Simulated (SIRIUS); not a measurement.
CuO:

```
CELL_PARAMETERS angstrom
2.55255 0.00000 0.00000
0.00000 2.55255 0.00000
0.00000 0.00000 2.55255
ATOMIC_POSITIONS crystal
Cu 0.00000 0.00000 0.00000
O 0.50000 0.50000 0.50000
```

Measurements of this composition are mostly on another form, of space group No. 15.

| Property | Result |
| --- | --- |
| Program | SIRIUS 7.12.0 |
| Task | relaxation of cell and atoms |
| Functional | PBE |
| Dispersion | D3 |
| Potentials or basis | PseudoDojo 0.4.1 PBE standard (scalar relativistic) |
| Cutoff | 1254 eV |
| Density cutoff | 5016 eV |
| k mesh | 5 × 5 × 5 |
| Occupations | fermi-dirac, width 0.05 eV |
| Spin | no spin polarisation |

At the start: pressure 15.7 GPa; volume 8.32 Å³/atom.

Task: Where does the relaxation end?

Result: Over 4 steps the energy falls by 27.8 meV/atom and the volume is 8.92 Å³/atom (+7.2 %); space group Pm-3m (No. 221, to 0.05 Å).

Step by step:
| step | energy change (eV) | largest force (eV/Å) | pressure (GPa) | volume (Å³) |
| --- | --- | --- | --- | --- |
| 1 | 0.0000 | 0.0000 | 15.74 | 16.63 |
| 2 | -0.0248 | 0.0000 | 11.34 | 16.92 |
| 3 | -0.0554 | 0.0000 | 0.84 | 17.76 |
| 4 | -0.0557 | 0.0000 | 0.06 | 17.83 |

Final structure:
```cif
data_structure
_symmetry_space_group_name_H-M 'P 1'
_symmetry_Int_Tables_number 1
_cell_length_a 2.6125
_cell_length_b 2.6125
_cell_length_c 2.6125
_cell_angle_alpha 90.000
_cell_angle_beta 90.000
_cell_angle_gamma 90.000
_cell_volume 17.83
loop_
_atom_site_label
_atom_site_type_symbol
_atom_site_fract_x
_atom_site_fract_y
_atom_site_fract_z
_atom_site_occupancy
Cu1 Cu 0.00000 0.00000 0.00000 1
O1 O 0.50000 0.50000 0.50000 1
```

Caveat: the k mesh is coarse (spacing up to 0.49 Å⁻¹), so the values aren't converged; an odd number of electrons without spin polarisation forces a metal; a magnetic or distorted state may lie lower; the run has no spin polarisation, though such a crystal can be magnetic; pairwise dispersion overbinds metals, which lowers pressure and volume.
